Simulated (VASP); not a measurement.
Write the native input for VASP 6.6.1 that does the following.

| Item | Value |
| --- | --- |
| Task | relaxation of cell and atoms |
| Functional | PBE |
| Potentials or basis | VASP PAW PBE potentials, release 64 (Zr_sv, B) |
| Cutoff | 600 eV |
| k mesh | 15 × 15 × 12 |
| Occupations | gaussian, width 0.1 eV |
| Spin | no spin polarisation |
| Dipole correction | no |
| Further INCAR settings | ALGO = Fast; EDIFF = 1e-07; IBRION = 2; EDIFFG = -0.005; NSW = 100; ISIF = 3 |

The structure of ZrB2 lies in POSCAR:

```
ZrB2
1.0
    3.1700000000      0.0000000000      0.0000000000
   -1.5850000000      2.7453005300      0.0000000000
    0.0000000000      0.0000000000      3.5330000000
Zr B
1 2
Direct
    0.0000000000      0.0000000000      0.0000000000
    0.3333333333      0.6666666667      0.5000000000
    0.6666666667      0.3333333333      0.5000000000
```

These files were run (other wordings do the same):

INCAR

```
ALGO     = Fast           # electronic algorithm
EDIFF    = 1E-7           # SCF threshold, eV
EDIFFG   = -0.005         # ionic threshold
ENCUT    = 600            # plane-wave cutoff, eV
GGA      = PE             # functional
IBRION   = 2              # ionic algorithm
ISIF     = 3              # what is computed and relaxed
ISMEAR   = 0              # smearing method
LASPH    = T              # aspherical terms in the spheres
LCHARG   = F              # write CHGCAR
LREAL    = F              # projectors in reciprocal space
LWAVE    = F              # write WAVECAR
NELM     = 80             # most SCF steps
NSW      = 100            # ionic steps
PREC     = Accurate       # precision mode
SIGMA    = 0.1            # smearing width, eV
```

KPOINTS

```
k-points
0
Gamma
  15 15 12
```

Potentials or basis: VASP PAW PBE potentials, release 64 (Zr_sv, B).

Launch:

```sh
$ cat potpaw_PBE.64/Zr_sv/POTCAR potpaw_PBE.64/B/POTCAR > POTCAR
$ mpirun -np 1 vasp_std > vasp.out
```

Results of the run:

```json
{
 "Relaxed volume": "10.29 Å³/atom",
 "Relaxed cell": "a = 3.171 Å, b = 3.171 Å, c = 3.544 Å, α = 90.00°, β = 90.00°, γ = 120.00°",
 "Space group after relaxing (to 0.05 Å)": "P6/mmm (No. 191)",
 "Energy gained by relaxing": "0.2 meV/atom",
 "Ionic steps": "4",
 "Pressure after relaxing": "0.0 GPa",
 "Band gap on the k mesh": "none (metal or under the smearing width)"
}
```

Wall time 3.1 min on 1 thread of Intel(R) Xeon(R) 6975P-C (Granite Rapids), on a shared host, peak memory 0.24 GiB.
